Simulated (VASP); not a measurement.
**Ba: single point with PBE**

Crystal: Ba.

```
Ba
1.0
    -2.50650    2.50650    2.50650
     2.50650   -2.50650    2.50650
     2.50650    2.50650   -2.50650
Ba
1
Direct
  0.00000 0.00000 0.00000
```

```json
{
 "Program": "VASP 6.6.1",
 "Task": "single point",
 "Functional": "PBE",
 "Potentials or basis": "VASP PAW PBE potentials, release 64 (Ba_sv)",
 "Cutoff": "520 eV",
 "k mesh": "8 × 8 × 8",
 "Occupations": "gaussian, width 0.1 eV",
 "Spin": "no spin polarisation",
 "Further INCAR settings": "ALGO = Normal; EDIFF = 1e-06; NBANDS = 11"
}
```

The pressure is 0.0 GPa and the band gap on the k mesh is none (metal or under the smearing width).

Levels at points of the mesh, in eV from the Fermi level:
| k point | band 2 | band 3 | band 4 | band 5 | band 6 | band 7 | band 8 | band 9 |
| --- | --- | --- | --- | --- | --- | --- | --- | --- |
| (0.00, 0.00, 0.00) | -13.81 | -13.81 | -13.81 | -2.72 | 1.86 | 1.86 | 1.86 | 3.26 |
| (0.50, 0.00, 0.00) | -14.27 | -13.95 | -13.81 | -0.86 | 0.72 | 1.28 | 3.23 | 3.81 |
| (0.50, 0.50, 0.50) | -14.13 | -14.13 | -14.13 | -0.52 | -0.52 | 4.39 | 4.39 | 4.39 |

It took 7.7 s on 1 thread of AMD EPYC 9R45 (Zen 5), with other jobs on the host, peak memory 0.14 GiB.

The run has no spin-orbit coupling, so splittings on Ba are missing.
